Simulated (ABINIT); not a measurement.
An input for ABINIT 10.8.3 (NaCl (Fm-3m)):

```
acell 3*1.0 Angstrom
rprim 
  0.000000000000 2.810000000000 2.810000000000
  2.810000000000 0.000000000000 2.810000000000
  2.810000000000 2.810000000000 0.000000000000
ntypat 2
znucl 11 17
natom 2
typat 1 2
xred 
  0.000000000000 0.000000000000 0.000000000000
  0.500000000000 0.500000000000 0.500000000000
pp_dirpath "pseudos"
pseudos "Na.upf, Cl.upf"
ecut 38
ngkpt 6 6 6
nshiftk 1
shiftk 0 0 0
kptopt 1
chksymbreak 0
istwfk *1
occopt 1
irdwfk 1
optdriver 4
nband 140
gwcalctyp 0
ecutsigx 38
symsigma 1
nkptgw 1
kptgw 
  0.0000000000 0.0000000000 0.0000000000
bdgw 
  6 12
ecuteps 7
irdscr 1
ppmodel 1
indata_prefix "in"
outdata_prefix "out"
tmpdata_prefix "tmp"
```

The database entry behind the starting cell differs from later determinations by our own check (an axis about 0.4 % short against later determinations), so it need not match the best structure at ambient conditions.

```sh
OMP_NUM_THREADS=1 mpirun -n 8 abinit run.abi > log
```

Estimate wall time and host memory on 8 MPI ranks of Arm Neoverse N1, shared host.

It took 16 s; on shared hardware allow 8.2 s to 33 s. Peak host memory was 2.4 GiB.

[Paths, hosts, dates, memory and timing lines, banners, echoed tables and standing remarks are left out of the program output.]

[Logs are printed without paths, hosts, clocks, repeated set-up lines and the standing remarks that a program may print on its own settings, such as how far it seeks lower states.]

[Runs of the session that timed out or met a known fault of the program may be left out.]

[Hosts, paths, dates, database ids (printed as entryN), source tags and the programs' standing remarks are cut or masked in the printed files.]

[G0W0 gaps are taken among the corrected bands and points alone; a level outside them can change the order at an edge.]

[Where Ansatz stands beside ABINIT at settings called matched, ABINIT's density can come from a denser mesh and the files from another edition; pairs whose starting gaps differed by over 0.03 eV were left out, so agreement reads better than it is.]
